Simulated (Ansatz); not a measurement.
## CsCl-type CaO

The computed numbers are results of r²SCAN, scalar-relativistic (no spin polarisation) in the plane-wave PAW code Ansatz at 500 eV, 8×8×8 k-mesh, Gaussian smearing of 0.05 eV; PAW files: Ansatz's generated set soft_2.

```
CELL_PARAMETERS angstrom
2.90291 0.00000 0.00000
0.00000 2.90291 0.00000
0.00000 0.00000 2.90291
ATOMIC_POSITIONS crystal
Ca 0.00000 0.00000 0.00000
O 0.50000 0.50000 0.50000
```

This is a trial structure: the heavier alkaline earths' oxides and chalcogenides take the rock-salt structure.

Cell and atoms are those of this level's equilibrium.

Elastic constants come from the stress of slightly strained cells with relaxed atoms, in GPa, Voigt order xx, yy, zz, yz, xz, xy in the Cartesian frame of the vectors above.

Problem. Give the elastic tensor.

Solution. 
```
391.4 -13.0 -13.0   0.0   0.0   0.0
-13.0 391.4 -13.0   0.0   0.0   0.0
-13.0 -13.0 391.4   0.0   0.0   0.0
  0.0   0.0   0.0  -5.5   0.0   0.0
  0.0   0.0   0.0   0.0  -5.5   0.0
  0.0   0.0   0.0   0.0   0.0  -5.5
```

Problem. Is the crystal mechanically stable, and what are its polycrystalline moduli?

Solution. Unstable: the tensor has an eigenvalue of -5.5 GPa, so some strain lowers the energy and averaged moduli mean nothing. This holds for the static lattice at 0 K; thermal motion can hold such a phase at higher temperature.

Run time: 11 s on 2 threads of Arm Neoverse V1 (shared host), peak memory 0.38 GiB.

